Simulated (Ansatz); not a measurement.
Input of an Ansatz 0.2.0 run:

File input.yaml:

```yaml
crystal:
  lattice:
    - [-0.035631, 1.808635, 1.779311]
    - [1.752104, -0.053876, 1.797555]
    - [1.748302, 1.823078, -0.050074]
  atoms:
    - { symbol: Cu, position: [-0.0252, -0.006208, -0.018444] }
kpoints:
  mp_grid: { grid: [10, 10, 10] }
  band_path:
    path: [[0.0, 0.0, -0.5], [0.0, 0.0, 0.0], [0.0, -0.5, 0.0]]
    npoints: 8
scf:
  occupations: { method: gaussian, width: 0.01 }
hamiltonian:
  xc: pbe
  pseudopotentials: { kind: all_electron, lapw: { basis_error: 0.001 } }
magnetization:
  noncollinear: true
  spin_orbit: true
output:
  forces: true
  stress: true
  eigenvalues: true
```

Potentials or basis: all-electron LAPW, relativistic spinors.

Launch:

```bash
$ ansatz run input.yaml --threads 1 --pin off --max-ram 2560MiB --backend cpu --events-out ev --progress --plain --runs-dir out
```

Question: Estimate the pressure.

Answer: 2.0 GPa.

Question: What does it give for the band gap along the path?

Answer: 4.68 eV, indirect (least direct gap 4.71 eV).

Levels at the corners of the path, in eV from the Fermi level:
| point | band 17 | band 18 | band 19 | band 20 | band 21 | band 22 | band 23 | band 24 |
| --- | --- | --- | --- | --- | --- | --- | --- | --- |
| X | -1.43 | -1.43 | -1.10 | -1.10 | 3.63 | 3.63 | 20.95 | 20.95 |
| Γ | -2.14 | -2.14 | -1.97 | -1.97 | 22.50 | 22.50 | 24.37 | 24.37 |
| Y | -1.44 | -1.44 | -1.14 | -1.14 | 3.58 | 3.58 | 21.42 | 21.42 |

Caveat: the k mesh is thin for a metal, which can move the energy by tens of meV per atom.
